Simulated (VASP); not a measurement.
Set up this calculation in VASP 6.6.1, as the native input.

```yaml
Task: single point
Functional: PBE
Potentials_or_basis: VASP PAW PBE potentials, release 64 (Zr_sv, C)
Cutoff: 520 eV
k_mesh: 8 × 8 × 8
Occupations: fermi-dirac, width 0.02 eV
Spin: no spin polarisation
Dipole_correction: no
Further_INCAR_settings: ALGO = Normal; EDIFF = 1e-07; NBANDS = 15
```

The structure of ZrC lies in POSCAR:

```
ZrC
1.0
    0.0000000000      2.3544119299      2.3544119299
    2.3544119299      0.0000000000      2.3544119299
    2.3544119299      2.3544119299      0.0000000000
Zr C
1 1
Direct
    0.5000000000      0.5000000000      0.5000000000
    0.0000000000      0.0000000000      0.0000000000
```

These files were run (other wordings do the same):

INCAR

```
PREC = Accurate ; ENCUT = 520
EDIFF = 1E-7 ; ISMEAR = -1
SIGMA = 0.02 ; LREAL = False
LASPH = True ; NELM = 60
ALGO = Normal ; ISIF = 2
LWAVE = False ; LCHARG = False
GGA = PE ; NBANDS = 15
```

KPOINTS

```
regular mesh
0
Gamma
  8 8 8
```

Potentials or basis: VASP PAW PBE potentials, release 64 (Zr_sv, C).

Launch:

```sh
$ cat potpaw_PBE.64/Zr_sv/POTCAR potpaw_PBE.64/C/POTCAR > POTCAR
$ mpirun -np 1 vasp_std > vasp.out
```

Results of the run:

| Item | Value |
| --- | --- |
| Pressure | 0.2 GPa |
| Band gap on the k mesh | none (metal or under the smearing width) |

Run time: 9.7 s on 1 thread of Intel(R) Xeon(R) Platinum 8488C (Sapphire Rapids) (shared host), peak memory 0.16 GiB.
